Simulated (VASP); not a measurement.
Set up this calculation in VASP 6.6.1, as the native input.

| Quantity | Value |
| --- | --- |
| Task | relaxation of cell and atoms |
| Functional | PBEsol |
| Potentials or basis | VASP PAW PBE potentials, release 64 (Cu) |
| Cutoff | 600 eV |
| k mesh | 18 × 18 × 18 |
| Occupations | methfessel-paxton, width 0.1 eV |
| Spin | no spin polarisation |
| Further INCAR settings | ALGO = Normal; EDIFF = 1e-06; IBRION = 2; EDIFFG = -0.01; NSW = 90; ISIF = 3 |

The structure of Cu lies in POSCAR:

```
Cu
1.0
    0.0000000000      1.8075000000      1.8075000000
    1.8075000000      0.0000000000      1.8075000000
    1.8075000000      1.8075000000      0.0000000000
Cu
1
Direct
    0.0000000000      0.0000000000      0.0000000000
```

One way to write it, as run:

INCAR

```
ALGO     = Normal         # electronic algorithm
EDIFF    = 1E-6           # SCF threshold, eV
EDIFFG   = -0.01          # ionic threshold
ENCUT    = 600            # plane-wave cutoff, eV
GGA      = PS             # functional
IBRION   = 2              # ionic algorithm
ISIF     = 3              # what is computed and relaxed
ISMEAR   = 1              # smearing method
LASPH    = T              # aspherical terms in the spheres
LCHARG   = F              # write CHGCAR
LREAL    = F              # projectors in reciprocal space
LWAVE    = F              # write WAVECAR
NELM     = 80             # most SCF steps
NSW      = 90             # ionic steps
PREC     = Accurate       # precision mode
SIGMA    = 0.1            # smearing width, eV
```

KPOINTS

```
k-points
0
Gamma
  18 18 18
```

Potentials or basis: VASP PAW PBE potentials, release 64 (Cu).

The run is started by

```sh
$ cat potpaw_PBE.64/Cu/POTCAR > POTCAR
$ mpirun -np 1 vasp_std > vasp.out
```

Results of the run:

- Relaxed volume: 11.37 Å³/atom
- Relaxed cell: a = 2.524 Å, b = 2.524 Å, c = 2.524 Å, α = 60.00°, β = 60.00°, γ = 60.00°
- Space group after relaxing (to 0.05 Å): Fm-3m (No. 225)
- Energy gained by relaxing: 8.0 meV/atom
- Ionic steps: 3
- Pressure after relaxing: 0.0 GPa
- Band gap on the k mesh: none (metal or under the smearing width)

Caveat: the PAW data sets were made with another functional, which shifts forces and pressure a little.

Run time: 18 s on 1 thread of Intel(R) Xeon(R) 6975P-C (Granite Rapids) (shared host), peak memory 0.15 GiB.
